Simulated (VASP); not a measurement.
# AlN (10-10) against 3 partners, part 2 of 3

How do the bands of GaN, SiC and ZnO, strained to AlN, line up with those of AlN?

VASP 6.6.1, plane waves and PAW; the level of theory is named at each step.

So far. Step 3 (Bulk band edges, LDA): The run ends at a pressure of -0.05 GPa, with forces up to 0.0038 eV/Å.

### 5. Relax the partner on the substrate's cell, LDA

One member in full, GaN: held to the substrate's in-plane cell, its height is moved until the normal stress is near zero, five times at most.

This step took 4 runs, each at a new trial strain with the atoms of the one before; the last is shown.

Level: LDA; plane waves and PAW (Ga_d, N); cell typed or built by script.

System, named by how it was started: GaN. It takes space group Cmc2_1 (No. 36, orthorhombic). The conventional cell has a = 3.092 Å, b = 5.582 Å, c = 4.949 Å, α = 90.00°, β = 90.00°, γ = 90.00°. Nearest to Ga lie 4 N at 1.90 to 1.92 Å. N has 4 Ga at 1.90 to 1.92 Å nearest. Farther neighbours and most contacts between anions are not listed.

INCAR reads:

```
SYSTEM = GaN
PREC = Accurate
ENCUT = 520
EDIFF = 1E-07
NELM = 120
ISMEAR = 0
SIGMA = 0.02
LREAL = .FALSE.
ALGO = Normal
GGA = CA
NBANDS = 44
LORBIT = 11
LWAVE = .FALSE.
LCHARG = .FALSE.
KPAR = 8
IBRION = 1
NSW = 25
ISIF = 2
EDIFFG = -0.004
POTIM = 0.3
```

POSCAR reads:

```
GaN
1.0
    3.0916241270      0.0000000000      0.0000000000
    0.0000000000      4.9492496500      0.0000000000
    0.0000000000      0.0000000000      5.5817957810
Ga N
4 4
Direct
    0.0000000000      0.9963118792      0.0014592686
    0.5000000000      0.9963118792      0.5014592686
    0.0000000000      0.4963118792      0.3318740644
    0.5000000000      0.4963118792      0.8318740644
    0.0000000000      0.3806881208      0.0041929567
    0.5000000000      0.3806881208      0.5041929567
    0.0000000000      0.8806881208      0.3291403763
    0.5000000000      0.8806881208      0.8291403763
```

KPOINTS reads:

```
Automatic mesh
0
Gamma
9 6 5
0 0 0
```

PAW data sets: Ga_d and N (LDA family, release 64).

The run is started by

```
> mpirun -np 8 vasp_std
```

The log of the run:

```text
[banner, memory and clock lines left out]
running    8 mpi-ranks, on    1 nodes
[...]
[... a notice as in an earlier step ...]

 LDA part: xc-table for (Slater(with rela. corr.)+CA(PZ))
 , standard interpolation
 POSCAR, INCAR and KPOINTS ok, starting setup
[...]
entering main loop
       N       E                     dE             d eps       ncg     rms          rms(c)
DAV:   1     0.754334720112E+03    0.75433E+03   -0.33684E+04  6012   0.311E+03
DAV:   2     0.864615069882E+02   -0.66787E+03   -0.64136E+03  5552   0.689E+02
DAV:   3    -0.534107462682E+02   -0.13987E+03   -0.13617E+03  6104   0.220E+02
DAV:   4    -0.639372485532E+02   -0.10527E+02   -0.10449E+02  6696   0.623E+01
[...]
DAV:  14    -0.555913563440E+02    0.32740E-06   -0.66709E-06  7608   0.309E-02    0.129E-03
DAV:  15    -0.555913564838E+02   -0.13983E-06   -0.14537E-06  6096   0.627E-03    0.137E-03
DAV:  16    -0.555913564773E+02    0.65393E-08   -0.28494E-08  3272   0.321E-03
   1 F= -.55591356E+02 E0= -.55591356E+02  d E =-.555914E+02
 BRION: g(F)=  0.238E-04 g(S)=  0.000E+00
[...]
N       E                     dE             d eps       ncg     rms          rms(c)
DAV:   1    -0.555913596357E+02   -0.31519E-05   -0.27375E-03  5504   0.290E-01    0.662E-03
DAV:   2    -0.555913703105E+02   -0.10675E-04   -0.11180E-04  6456   0.723E-02    0.350E-03
DAV:   3    -0.555913704445E+02   -0.13393E-06   -0.44103E-06  7784   0.127E-02    0.238E-03
DAV:   4    -0.555913702519E+02    0.19259E-06   -0.64444E-07  4808   0.716E-03    0.437E-04
DAV:   5    -0.555913702728E+02   -0.20940E-07   -0.27425E-07  4492   0.351E-03
   2 F= -.55591370E+02 E0= -.55591370E+02  d E =-.137956E-04
 BRION: g(F)=  0.618E-06 g(S)=  0.000E+00 retain N=  1 mean eig= 1.19
 eig:   1.189
 reached required accuracy - stopping structural energy minimisation
```

Run time: 28 s. Hardware: 8 MPI ranks of Intel Xeon 6975P-C (Granite Rapids), shared host; peak memory 2.4 GiB; 3.6 min of CPU time.

OUTCAR, selected parts (step 5):

```text
  Total        5.1564693      8.7067494     -0.0009903      0.0000000      0.0000000      0.0000000
  in kB       96.7304101    163.3302531     -0.0185770      0.0000000      0.0000000      0.0000000
  external PRESSURE =      86.6806954 kB  Pullay stress =       0.0000000 kB

 POSITION                                       TOTAL-FORCE (eV/Angst)
 -----------------------------------------------------------------------------------
      0.00000      4.93117      0.00791        -0.000000      0.001203     -0.001275
      1.54581      4.93117      2.79880         0.000000      0.001203     -0.001275
      0.00000      2.45654      1.85269        -0.000000      0.001203      0.001275
      1.54581      2.45654      4.64359        -0.000000      0.001203      0.001275
     -0.00000      1.88395      0.02317        -0.000000     -0.001203     -0.000902
      1.54581      1.88395      2.81407        -0.000000     -0.001203     -0.000902
     -0.00000      4.35857      1.83743        -0.000000     -0.001203      0.000902
      1.54581      4.35857      4.62833        -0.000000     -0.001203      0.000902
 -----------------------------------------------------------------------------------
    total drift:                                0.000000     -0.001857     -0.000002

  FREE ENERGIE OF THE ION-ELECTRON SYSTEM (eV)
  ---------------------------------------------------
  free  energy   TOTEN  =       -55.5913702728 eV

  energy  without entropy=      -55.5913702728  energy(sigma->0) =      -55.59137027

[... 1 part as in an earlier step ...]

[... 3 further parts left out ...]
[key lines of the parts left out:]
E-fermi :   6.0593
```

This run gave:

```
energy(sigma→0) of the program : -55.5914 eV
stress, compression positive   : xx, yy, zz 9.67, 16.33, 0.00 GPa
ionic steps                    : 2
```

### 6. Bulk band edges, LDA

A bulk run places the partner's levels against the mean potential at its cores.

Level: LDA; plane waves and PAW (Ga_d, N); cell typed or built by script.

INCAR reads:

```
SYSTEM = GaN
PREC = Accurate
ENCUT = 520
EDIFF = 1E-06
NELM = 100
ISMEAR = 0
SIGMA = 0.02
LREAL = .FALSE.
ALGO = Normal
GGA = CA
NBANDS = 42
LWAVE = .FALSE.
LCHARG = .FALSE.
KPAR = 8
```

POSCAR reads:

```
GaN
1.0
    3.0916241270      0.0000000000      0.0000000000
    0.0000000000      4.9492496500      0.0000000000
    0.0000000000      0.0000000000      5.5817957810
Ga N
4 4
Direct
    0.0000000000      0.9963466856      0.0014163079
    0.5000000000      0.9963466856      0.5014163079
    0.0000000000      0.4963466856      0.3319170251
    0.5000000000      0.4963466856      0.8319170251
    0.0000000000      0.3806533144      0.0041508171
    0.5000000000      0.3806533144      0.5041508171
    0.0000000000      0.8806533144      0.3291825159
    0.5000000000      0.8806533144      0.8291825159
```

KPOINTS is that of step 5.

KPOINTS_OPT reads:

```
Line mode
6
Line-mode
Reciprocal
  0.05000000   0.00000000   0.00000000
  0.49500000   0.00000000   0.00000000

  0.49500000   0.00000000   0.49500000
  0.49500000   0.49500000   0.49500000
```

The run is started by

```
> mpirun -np 8 vasp_std
```

The log of the run:

```text
[... set-up lines as in an earlier step ...]
 entering main loop
       N       E                     dE             d eps       ncg     rms          rms(c)
DAV:   1     0.747460269378E+03    0.74746E+03   -0.34537E+04  5744   0.325E+03
DAV:   2     0.848933003439E+02   -0.66257E+03   -0.64404E+03  5304   0.707E+02
DAV:   3    -0.537304163683E+02   -0.13862E+03   -0.13570E+03  5784   0.224E+02
DAV:   4    -0.639813276335E+02   -0.10251E+02   -0.10197E+02  6492   0.636E+01
[...]
DAV:  12    -0.555913743212E+02   -0.36379E-05   -0.40951E-04  6646   0.113E-01    0.128E-02
DAV:  13    -0.555913697127E+02    0.46084E-05   -0.31627E-05  7120   0.939E-02    0.427E-03
DAV:  14    -0.555913702365E+02   -0.52373E-06   -0.74741E-06  5930   0.154E-02
   1 F= -.55591370E+02 E0= -.55591370E+02  d E =-.121317E-14
 Start KPOINTS_OPT (optional k-point list driver)
k-point batch [1-12\12]
       N       E                     dE             ncg
DAV:   1     0.135981166202E+05   -0.19336E+05     1160
DAV:   2     0.593091209712E+04   -0.76672E+04     1032
DAV:   3     0.442929884929E+04   -0.15016E+04     1146
DAV:   4     0.432092935173E+04   -0.10837E+03     1196
DAV:   5     0.431711125096E+04   -0.38181E+01     1296
DAV:   6     0.431700261202E+04   -0.10864E+00     1426
DAV:   7     0.431700057798E+04   -0.20340E-02     1390
DAV:   8     0.431700055465E+04   -0.23327E-04     1364
DAV:   9     0.431700055434E+04   -0.31154E-06      822
```

The job ended after 22 s (8 MPI ranks; peak memory 3.1 GiB).

OUTCAR, selected parts (step 6):

```text
  Total        5.1429805      8.6920672     -0.0133771      0.0000000      0.0000000      0.0000000
  in kB       96.4773724    163.0548294     -0.2509421      0.0000000      0.0000000      0.0000000
  external PRESSURE =      86.4270866 kB  Pullay stress =       0.0000000 kB

 POSITION                                       TOTAL-FORCE (eV/Angst)
 -----------------------------------------------------------------------------------
      0.00000      4.93117      0.00791         0.000000      0.001280     -0.001307
      1.54581      4.93117      2.79880        -0.000000      0.001280     -0.001307
      0.00000      2.45654      1.85269         0.000000      0.001280      0.001307
      1.54581      2.45654      4.64359         0.000000      0.001280      0.001307
      0.00000      1.88395      0.02317        -0.000000     -0.001280     -0.001047
      1.54581      1.88395      2.81407         0.000000     -0.001280     -0.001047
      0.00000      4.35857      1.83743        -0.000000     -0.001280      0.001047
      1.54581      4.35857      4.62833        -0.000000     -0.001280      0.001047
 -----------------------------------------------------------------------------------
    total drift:                                0.000000     -0.002173     -0.000002

  FREE ENERGIE OF THE ION-ELECTRON SYSTEM (eV)
  ---------------------------------------------------
  free  energy   TOTEN  =       -55.5913702365 eV

  energy  without entropy=      -55.5913702365  energy(sigma->0) =      -55.59137024

[... 1 part as in an earlier step ...]

[... 2 further parts left out ...]
[key lines of the parts left out:]
E-fermi :   6.0405
```

Numbers from this step:

| Item | Value |
| --- | --- |
| energy(sigma→0) of the program | -55.5914 eV |
| stress, compression positive | xx, yy, zz 9.65, 16.31, -0.03 GPa |

The run ends at a pressure of 8.64 GPa, with forces up to 0.0018 eV/Å.

### 7. Bulk band edges, HSE06

At this level only the shift of the partner's edges against the mean potential of the cell is used.

Level: HSE06; plane waves and PAW (Ga_d, N); cell typed or built by script.

INCAR, as its differences from that of step 6:

```diff
@@ -9,6 +9,11 @@
 ALGO = Normal
-GGA = CA
+LHFCALC = .TRUE.
+AEXX = 0.25
+GGA = PE
+HFSCREEN = 0.2
+LASPH = .TRUE.
 NBANDS = 42
+PRECFOCK = Fast
 LWAVE = .FALSE.
 LCHARG = .FALSE.
-KPAR = 8
+KPAR = 4
```

POSCAR is that of step 6.

KPOINTS reads:

```
Automatic mesh
0
Gamma
5 3 3
0 0 0
```

KPOINTS_OPT is that of step 6.

The run is started by

```
> mpirun -np 8 vasp_std
```

The log of the run:

```text
[banner, memory and clock lines left out]
running    8 mpi-ranks, on    1 nodes
[...]
[... a notice as in an earlier step ...]

 [... a notice as in an earlier step ...]

 LDA part: xc-table for (Slater+PW92), standard interpolation
 found WAVECAR, reading the header
 POSCAR, INCAR and KPOINTS ok, starting setup
[...]
reading WAVECAR
 the WAVECAR file was read successfully
 initial charge from wavefunction
 entering main loop
       N       E                     dE             d eps       ncg     rms          rms(c)
DAV:   1    -0.588370397104E+02   -0.58837E+02   -0.53569E+00  1412   0.427E+01    0.167E+00
DAV:   2    -0.588130115578E+02    0.24028E-01   -0.59497E-01  1560   0.106E+01    0.115E+00
DAV:   3    -0.587914063653E+02    0.21605E-01   -0.10345E-01  1464   0.347E+00    0.687E-01
DAV:   4    -0.587895700051E+02    0.18364E-02   -0.22049E-02  1384   0.113E+00    0.364E-01
[...]
DAV:  10    -0.587884491005E+02    0.40905E-05   -0.36875E-06  1050   0.178E-02    0.119E-02
DAV:  11    -0.587884477915E+02    0.13090E-05   -0.99949E-07   694   0.139E-02    0.726E-03
DAV:  12    -0.587884473173E+02    0.47420E-06   -0.52899E-07   650   0.116E-02
   1 F= -.58788447E+02 E0= -.58788447E+02  d E =-.260348E-34
 Start KPOINTS_OPT (optional k-point list driver)
k-point batch [1-12\12]
       N       E                     dE             ncg
DAV:   1     0.510335985404E+04   -0.20827E+05     1176
DAV:   2    -0.355738251280E+04   -0.86607E+04     1032
DAV:   3    -0.524017826443E+04   -0.16828E+04     1124
DAV:   4    -0.540652933386E+04   -0.16635E+03     1228
[...]
DAV:   8    -0.541353098716E+04   -0.12927E-03     1456
DAV:   9    -0.541353099189E+04   -0.47247E-05      920
DAV:  10    -0.541353099209E+04   -0.20773E-06      832
```

The job ended after 11 min (8 MPI ranks; peak memory 2.9 GiB).

From OUTCAR (step 7):

```text
 POSITION                                       TOTAL-FORCE (eV/Angst)
 -----------------------------------------------------------------------------------
      0.00000      4.93117      0.00791        -0.000000     -0.027898      0.001890
      1.54581      4.93117      2.79880        -0.000000     -0.027898      0.001890
      0.00000      2.45654      1.85269        -0.000000     -0.027898     -0.001890
      1.54581      2.45654      4.64359        -0.000000     -0.027898     -0.001890
      0.00000      1.88395      0.02317        -0.000000      0.027898      0.001826
      1.54581      1.88395      2.81407        -0.000000      0.027898      0.001826
      0.00000      4.35857      1.83743         0.000000      0.027898     -0.001826
      1.54581      4.35857      4.62833         0.000000      0.027898     -0.001826
 -----------------------------------------------------------------------------------
    total drift:                                0.000001     -0.000515     -0.000018

  FREE ENERGIE OF THE ION-ELECTRON SYSTEM (eV)
  ---------------------------------------------------
  free  energy   TOTEN  =       -58.7884473173 eV

  energy  without entropy=      -58.7884473173  energy(sigma->0) =      -58.78844732

[... 1 part as in an earlier step ...]

[... 2 further parts left out ...]
[key lines of the parts left out:]
E-fermi :   5.5859
```

This run gave:

| Quantity | Value |
| --- | --- |
| energy(sigma→0) of the program | -58.7884 eV |

### 8. Relax the interface, LDA

Superlattice of 16 atoms of AlN and 16 of GaN on the AlN lattice. Atoms relax, and the height is moved while the normal stress exceeds 0.4 GPa, three times at most; a third move is not followed by a relaxation.

Level: LDA; plane waves and PAW (Al, N, Ga_d).

System, named by how it was started: AlN/GaN (10-10). The cell holds 32 atoms: 8 Al, 16 N and 8 Ga. Cell: a = 3.092 Å, b = 4.949 Å, c = 21.854 Å, α = 90.0°, β = 90.0°, γ = 90.0°. It derives from AlN. Superlattice of 16 atoms of AlN and 16 of GaN on the AlN lattice. The structure's axis is c.

INCAR reads:

```
SYSTEM = AlGaN2
PREC = Normal
ENCUT = 520
EDIFF = 1E-05
NELM = 120
ISMEAR = 0
SIGMA = 0.05
LREAL = Auto
ALGO = Fast
GGA = CA
NBANDS = 128
LORBIT = 11
LWAVE = .FALSE.
LCHARG = .FALSE.
KPAR = 4
NCORE = 2
IBRION = 2
NSW = 60
ISIF = 2
EDIFFG = -0.03
POTIM = 0.4
MAXMIX = 40
ISYM = 2
```

POSCAR reads:

```
AlGaN2
1.0
    3.0916241270      0.0000000000      0.0000000000
    0.0000000000      4.9492496500      0.0000000000
    0.0000000000      0.0000000000     21.8536321330
Al N Ga
8 16 8
Direct
    0.0000000000      0.0000708380      0.9999999910
    0.0000000000      0.5000708380      0.0816773400
    0.5000000000      0.0000708380      0.1225159870
    0.5000000000      0.5000708380      0.2041933370
    0.0000000000      0.0000708380      0.2450319840
    0.0000000000      0.5000708380      0.3267093340
    0.5000000000      0.0000708380      0.3675479810
    0.5000000000      0.5000708380      0.4492253310
    0.0000000000      0.3819291620      0.9999998160
    0.0000000000      0.8819291620      0.0816775150
    0.5000000000      0.3819291620      0.1225158130
    0.5000000000      0.8819291620      0.2041935110
    0.0000000000      0.3819291620      0.2450318100
    0.0000000000      0.8819291620      0.3267095080
    0.5000000000      0.3819291620      0.3675478070
    0.5000000000      0.8819291620      0.4492255050
    0.0000000000      0.3806533140      0.4915404150
    0.0000000000      0.8806533140      0.5745591350
    0.5000000000      0.3806533140      0.6192490670
    0.5000000000      0.8806533140      0.7022677870
    0.0000000000      0.3806533140      0.7469577180
    0.0000000000      0.8806533140      0.8299764380
    0.5000000000      0.3806533140      0.8746663700
    0.5000000000      0.8806533140      0.9576850900
    0.0000000000      0.9963466860      0.4908419740
    0.0000000000      0.4963466860      0.5752575760
    0.5000000000      0.9963466860      0.6185506260
    0.5000000000      0.4963466860      0.7029662280
    0.0000000000      0.9963466860      0.7462592770
    0.0000000000      0.4963466860      0.8306748790
    0.5000000000      0.9963466860      0.8739679290
    0.5000000000      0.4963466860      0.9583835310
```

KPOINTS reads:

```
Automatic mesh
0
Gamma
7 5 1
0 0 0
```

Potentials, in the order of the species: Al, N and Ga_d (LDA family, release 64).

The run is started by

```
> mpirun -np 8 vasp_std
```

The log of the run:

```text
[banner, memory and clock lines left out]
running    8 mpi-ranks, on    1 nodes
[...]
LDA part: xc-table for (Slater(with rela. corr.)+CA(PZ))
 , standard interpolation
 POSCAR, INCAR and KPOINTS ok, starting setup
[...]
entering main loop
       N       E                     dE             d eps       ncg     rms          rms(c)
DAV:   1     0.309884008329E+04    0.30988E+04   -0.80795E+04  3544   0.250E+03
DAV:   2     0.655418493179E+03   -0.24434E+04   -0.22488E+04  3088   0.800E+02
DAV:   3    -0.181933623003E+03   -0.83735E+03   -0.78465E+03  4048   0.283E+02
DAV:   4    -0.272835794435E+03   -0.90902E+02   -0.89281E+02  3608   0.104E+02
[...]
RMM:  16    -0.242425068818E+03   -0.16724E-04   -0.28437E-04  3558   0.460E-02    0.276E-02
RMM:  17    -0.242425064892E+03    0.39257E-05   -0.20122E-04  3290   0.303E-02    0.124E-02
RMM:  18    -0.242425068218E+03   -0.33265E-05   -0.69520E-05  2908   0.213E-02
   1 F= -.24242507E+03 E0= -.24242507E+03  d E =-.242425E+03
[... from here on, the cycles between the ionic steps are left out ...]
   2 F= -.24249386E+03 E0= -.24249386E+03  d E =-.687898E-01
   3 F= -.24250937E+03 E0= -.24250937E+03  d E =-.843032E-01
   4 F= -.24252052E+03 E0= -.24252052E+03  d E =-.111445E-01
   5 F= -.24252088E+03 E0= -.24252088E+03  d E =-.115065E-01
   6 F= -.24252275E+03 E0= -.24252275E+03  d E =-.187529E-02
   7 F= -.24252283E+03 E0= -.24252283E+03  d E =-.194840E-02
   8 F= -.24252394E+03 E0= -.24252394E+03  d E =-.111175E-02
 trial-energy change:   -0.001112  1 .order   -0.001065   -0.001550   -0.000580
 step:   1.3563(harm=  1.5226)  dis= 0.00350  next Energy=  -242.524064 (dE=-0.124E-02)
 reached required accuracy - stopping structural energy minimisation
```

Elapsed: 1.8 min, on 8 MPI ranks; peak memory 2.3 GiB.

From OUTCAR (step 8):

```text
  Total       10.5890036     17.7590081      0.4642762      0.0000000      0.0000000      0.0000000
  in kB       50.7359737     85.0902128      2.2245252      0.0000000      0.0000000      0.0000000
  external PRESSURE =      46.0169039 kB  Pullay stress =       0.0000000 kB

 POSITION                                       TOTAL-FORCE (eV/Angst)
 -----------------------------------------------------------------------------------
      0.00000      4.94105     21.84687         0.000000      0.015890      0.003777
      0.00000      2.47373      1.79117         0.000000     -0.011688      0.017967
      1.54581      4.94903      2.67229         0.000000     -0.012878      0.005928
      1.54581      2.47543      4.46351         0.000000      0.005686      0.020489
      0.00000      0.00081      5.35369         0.000000      0.005686     -0.020489
      0.00000      2.47440      7.14491         0.000000     -0.012878     -0.005928
      1.54581      4.94835      8.02604         0.000000     -0.011688     -0.017967
      1.54581      2.46642      9.82397         0.000000      0.015890     -0.003777
      0.00000      1.85941      0.02711         0.000000     -0.001249     -0.000742
      0.00000      4.35866      1.77816         0.000000     -0.009748      0.010819
      1.54581      1.88924      2.68037         0.000000     -0.019661      0.007609
      1.54581      4.36606      4.45928         0.000000     -0.001498     -0.010600
      0.00000      1.89143      5.35792         0.000000     -0.001498      0.010600
      0.00000      4.36386      7.13684         0.000000     -0.019661     -0.007609
[...]
-----------------------------------------------------------------------------------
    total drift:                                0.000000     -0.139948     -0.015205

  FREE ENERGIE OF THE ION-ELECTRON SYSTEM (eV)
  ---------------------------------------------------
  free  energy   TOTEN  =      -242.5239380720 eV

  energy  without entropy=     -242.5239380720  energy(sigma->0) =     -242.52393807

[... 1 part as in an earlier step ...]

[... 3 further parts left out ...]
[key lines of the parts left out:]
E-fermi :   6.5410
```

Read from the output:

* energy(sigma→0) of the program: -242.5239 eV
* stress, compression positive: xx, yy, zz 5.07, 8.51, 0.22 GPa
* ionic steps: 8

[end of part 2 of 3]

[Lines on the potential files, build, host, timing and source positions are cut from VASP's logs without a mark.]

[Logs are printed without paths, hosts, clocks, repeated set-up lines and the standing remarks that a program may print on its own settings, such as how far it seeks lower states.]

[Hosts, paths, dates, database ids (printed as entryN), source tags and the programs' standing remarks are cut or masked in the printed files.]

[In band tables of VASP the shares of atoms and orbitals are scaled to a sum of 1 inside the atoms' spheres.]
